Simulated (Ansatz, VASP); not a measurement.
## BN in VASP and in Ansatz

```
B N
1.0
     2.47482    0.00000    0.00000
    -1.23741    2.14326    0.00000
     0.00000    0.00000    4.09610
B N
2 2
Direct
  0.66667 0.33333 0.99948
  0.33333 0.66667 0.49948
  0.66667 0.33333 0.62552
  0.33333 0.66667 0.12552
```

Alike in both runs: functional PBE; k mesh 12 × 12 × 6; occupations gaussian, width 0.02 eV; no spin polarisation.

Ansatz relaxed the structure, and its values are those at the end. VASP's run is a single point on that final structure, the one shown.

```csv
,VASP,Ansatz
version,VASP 6.6.1,Ansatz 0.2.0
potentials or method,"VASP PAW PBE potentials, release 64 (B, N)","scalar-relativistic, plane waves, PAW"
plane-wave cutoff (eV),520,420
valence electrons in the cell,16,16
```

```csv
,VASP,Ansatz,Ansatz less VASP
gap on the k mesh at the Fermi level (eV),5.00,5.01,+0.019
least direct gap on the mesh (eV),8.67,8.68,+0.010
rms of the force components (eV/Å),0.004,0.003,-0.0009
```

 A k mesh can miss the band edges.
